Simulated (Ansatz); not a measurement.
A run of Ansatz 0.2.0 is set up as follows.

Contents of input.yaml:

```yaml
crystal:
  lattice:
    - [3.777, 0.0, 0.0]
    - [-1.8885, 3.2709779501, 0.0]
    - [0.0, 0.0, 6.498]
  atoms:
    - { symbol: Te, position: [0.3333333333, 0.6666666667, 0.7372] }
    - { symbol: Te, position: [0.6666666667, 0.3333333333, 0.2628] }
    - { symbol: Ti, position: [0.0, 0.0, 0.0] }
hamiltonian:
  xc: pbe
  pseudopotentials: { kind: paw }
kpoints:
  mp_grid: { grid: [8, 8, 4] }
scf:
  occupations: { method: gaussian, width: 0.019 }
output:
  forces: true
  stress: true
  eigenvalues: true
  write_density: true
  write_potential: true
  elf: true
  volumetric_format: npy
```

Potentials or basis: Ansatz PAW.

Run with:

```sh
$ ansatz run input.yaml --threads 2 --pin off --max-ram 5632MiB --backend cpu --events-out ev --progress --plain --runs-dir out
```

Q: Estimate the largest force.

A: 0.011 eV/Å.

Q: Estimate the band gap on the k mesh.

A: None (metal or under the smearing width).

Q: What does it give for the pressure?

A: 0.9 GPa.

Forces in eV/Å, atoms in the order of the input:
```
Te   0.000  0.000 -0.011
Te   0.000  0.000  0.011
Ti   0.000  0.000  0.000
```

Caveat: this functional lacks dispersion, which binds the layers, so the pressure and a relaxed spacing across them are unreliable. The run has no spin-orbit coupling, so splittings on Te are missing.
